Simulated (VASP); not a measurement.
Wanted: the native input for a VASP 6.6.1 run.

```
Task                   : single point
Functional             : PBE
Potentials or basis    : VASP PAW PBE potentials, release 64 (Tl_d, Br)
Cutoff                 : 520 eV
k mesh                 : 7 × 7 × 7
Occupations            : fermi-dirac, width 0.1054 eV
Spin                   : no spin polarisation
Dipole correction      : no
Further INCAR settings : ALGO = Fast; EDIFF = 1e-06; NBANDS = 17
```

The structure of TlBr lies in POSCAR:

```
TlBr
1.0
    3.9843300000      0.0000000000      0.0000000000
    0.0000000000      3.9843300000      0.0000000000
    0.0000000000      0.0000000000      3.9843300000
Tl Br
1 1
Direct
    0.0000000000      0.0000000000      0.0000000000
    0.5000000000      0.5000000000      0.5000000000
```

One way to write it, as run:

INCAR

```
SYSTEM = TlBr
  PREC = Accurate
  ENCUT = 520
  EDIFF = 1E-6
  ISMEAR = -1
  SIGMA = 0.1054
  LREAL = .False.
  LASPH = .True.
  NELM = 80
  ALGO = Fast
  ISIF = 2
  LWAVE = .False.
  LCHARG = .False.
  GGA = PE
  NBANDS = 17
```

KPOINTS

```
regular mesh
0
Gamma
  7 7 7
  0 0 0
```

Potentials or basis: VASP PAW PBE potentials, release 64 (Tl_d, Br).

Launch:

```sh
$ cat potpaw_PBE.64/Tl_d/POTCAR potpaw_PBE.64/Br/POTCAR > POTCAR
$ mpirun -np 1 vasp_std > vasp.out
```

Results of the run:

```yaml
Pressure: 1.1 GPa
Band_gap_on_the_k_mesh: 2.30 eV, direct
```

Caveat: spin-orbit coupling is left out, which as a rule narrows the gap of such compounds by several tenths of an eV; an odd mesh through Γ misses points on the zone boundary, where band edges often lie.

Run time: 23 s on 1 thread of Intel(R) Xeon(R) Platinum 8259CL CPU @ 2.50GHz (Skylake/Cascade Lake), on a shared host, peak memory 0.17 GiB.
